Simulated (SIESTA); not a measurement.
CuO:

```
Cu O
1.0
     4.16094    0.00000    0.00000
     0.00000    4.16094    0.00000
     0.00000    0.00000    3.88764
Cu O
3 3
Direct
  0.97755 0.98817 0.96033
  0.03967 0.52611 0.51817
  0.48116 0.99342 0.50592
  0.01104 0.50282 0.97548
  0.46136 0.98875 0.98674
  0.02922 0.00073 0.55336
```

The cell comes from a database or a generator and needn't be the stable form of this composition.

Program: SIESTA 5.4.2. Alike in all runs: task single point; potentials or basis PseudoDojo 0.4 standard (PBE files), DZP (energy shift 0.003 Ry; two zetas on semicore shells); no spin polarisation; cell as given; k mesh 7 × 7 × 7; smearing fermi-dirac 0.05 eV; grid cutoff 800 Ry; energy shift 0.003 Ry.

Task: Order these runs on this cell by their pressure, lowest first.
A. level optB88-vdW
B. level vdW-DF-cx
C. level vdW-DF
D. level VV10
E. level vdW-DF2

Result: B (13.7 GPa), A (18.0 GPa), D (21.0 GPa), C (25.9 GPa), E (30.0 GPa).

Caveats: short orbitals over semicore shells can move pressures by several GPa; the potentials were made for another functional, which shifts forces and pressure; the basis of atomic orbitals isn't converged, which shifts pressures, moduli and gaps; an odd number of electrons without spin polarisation forces a metal; a magnetic or distorted state may lie lower; the run has no spin polarisation, though such a crystal can be magnetic.
